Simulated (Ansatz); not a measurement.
# ZrN: the cost of one run

Computed with Ansatz 0.2.0 (DFT PBEsol, scalar-relativistic, plane waves, PAW, unless a step's input says otherwise).

1 further run of the same task is left out (set aside as unsound or not needed).

### Step 1. Starting point

Symmetry: Fm-3m, No. 225, cubic system. Conventional cell: a = 4.553 Å, b = 4.553 Å, c = 4.553 Å, α = 90.00°, β = 90.00°, γ = 90.00°. Around Zr (site symmetry m-3m) lie 6 N at 2.28 Å. N (site symmetry m-3m) has 6 Zr at 2.28 Å as nearest neighbours.

Structure file:

```cif
data_structure
_symmetry_space_group_name_H-M 'P 1'
_symmetry_Int_Tables_number 1
_cell_length_a 3.2195
_cell_length_b 3.2195
_cell_length_c 3.2195
_cell_angle_alpha 60.000
_cell_angle_beta 60.000
_cell_angle_gamma 60.000
_cell_volume 23.60
loop_
_atom_site_label
_atom_site_type_symbol
_atom_site_fract_x
_atom_site_fract_y
_atom_site_fract_z
_atom_site_occupancy
Zr1 Zr 0.00000 0.00000 0.00000 1
N1 N 0.50000 0.50000 0.50000 1
```

It is the result of an earlier relaxation at this level (volume 11.80 Å³/atom; gap on the mesh: none (metal)).

### Step 2. The cell under 25 GPa

What is minimised here is the enthalpy; the energy can go up as the cell is squeezed.

Input file input.yaml:

```yaml
crystal:
  lattice:
    - [0.0, 2.276540574, 2.276540574]
    - [2.276540574, 0.0, 2.276540574]
    - [2.276540574, 2.276540574, 0.0]
  atoms:
    - { symbol: Zr, position: [0.0, 0.0, 0.0] }
    - { symbol: "N", position: [0.5, 0.5, 0.5] }
basis:
  ecutwfc: 420
kpoints:
  mp_grid: { grid: [16, 16, 16] }
hamiltonian:
  xc: pbesol
scf:
  occupations: { method: fermi_dirac, width: 0.15 }
output:
  forces: true
  stress: true
  eigenvalues: true
relax:
  adjacent_minimum: "off"
  f_tol: 0.001
  max_steps: 60
  cell: { stress_tol: 0.02, p_target: 25.0 }
```

The run is started by

```sh
ansatz run input.yaml --threads 1 --pin off --max-ram 3072MiB --backend cpu --events-out ev --progress --plain --runs-dir out
```

What time and memory should one allow on 1 thread of Intel Xeon Platinum 8259CL at 2.50GHz (Skylake/Cascade Lake), shared host?

About 25 s, with a peak of 0.39 GiB.
